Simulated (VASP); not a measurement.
Crystal: Ta.

```
Ta
1.0
     2.90392    0.00000    0.00000
    -1.45196    2.51487    0.00000
     0.00000    0.00000    5.13090
Ta
2
Direct
  0.33333 0.66667 0.25000
  0.66667 0.33333 0.75000
```

This isn't the form of Ta at room conditions, which is bcc.

Base run:

- Program: VASP 6.6.1
- Functional: PBE
- Potentials or basis: VASP PAW PBE potentials, release 64 (Ta_pv)
- Cutoff: 520 eV
- k mesh: 13 × 13 × 7
- Occupations: fermi-dirac, width 0.15 eV
- Spin: no spin polarisation

Its results: band gap on the k mesh none (metal or under the smearing width); pressure 0.6 GPa.

Task: The run is repeated on the same cell with these changes: occupations from fermi-dirac, width 0.15 eV to tetrahedron; further incar settings from ALGO = Normal; EDIFF = 1e-06; NBANDS = 18 to ALGO = Normal; EDIFF = 1e-07; NBANDS = 18. What comes out?

Result: Band gap on the k mesh none (metal or under the smearing width); pressure 0.1 GPa.

Caveats: tetrahedron occupations give inexact forces and stress in metals (some runs).
